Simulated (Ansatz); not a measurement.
Crystal: CoO.

```
CELL_PARAMETERS angstrom
3.01600 0.00000 0.00000
0.00000 3.01600 0.00000
0.00000 0.00000 4.21450
ATOMIC_POSITIONS crystal
Co 0.00000 0.00000 0.00000
Co 0.50000 0.50000 0.50000
O 0.00000 0.00000 0.50000
O 0.50000 0.50000 0.00000
```

The cell isn't the ideal one: another cell of the same crystal, with 4 atoms.

Base run:

* Program: Ansatz 0.2.0
* Functional: PBE
* Potentials or basis: Ansatz PAW
* Cutoff: 420 eV (not typed: the program's choice for these potentials)
* k mesh: 6 × 6 × 5
* Occupations: gaussian, width 0.05 eV
* Spin: collinear spin, antiferromagnetic start
* Starting moments: [2.0, -2.0, 0.0, 0.0] μB
* Hubbard terms: Co d U = 4 eV

Its results: band gap on the k mesh 1.66 eV; pressure 11.6 GPa; net moment 0.00 μB per cell; site moments Co +2.60, -2.60; O -0.07, +0.07 μB.

Question: The run is repeated on the same cell with these changes: hubbard terms from Co d U = 4 eV to none; hubbard projectors from ortho-atomic (the default) to none. What comes out?

Answer: Band gap on the k mesh none (metal or under the smearing width); pressure -2.8 GPa; net moment 0.00 μB per cell; site moments Co +2.22, -2.22; O -0.09, +0.09 μB.

The U term pushes filled and empty states of the shell apart.

Caveats: the magnetic or orbital state may not be the lowest (some runs); odd divisions of the mesh miss points on the zone boundary, where band edges often lie, so the gap on the mesh can be too wide (some runs); semilocal functionals often make such compounds metallic where correlation or magnetic order opens a gap, which also shifts bond lengths (some runs).

A k mesh can miss the band edges.
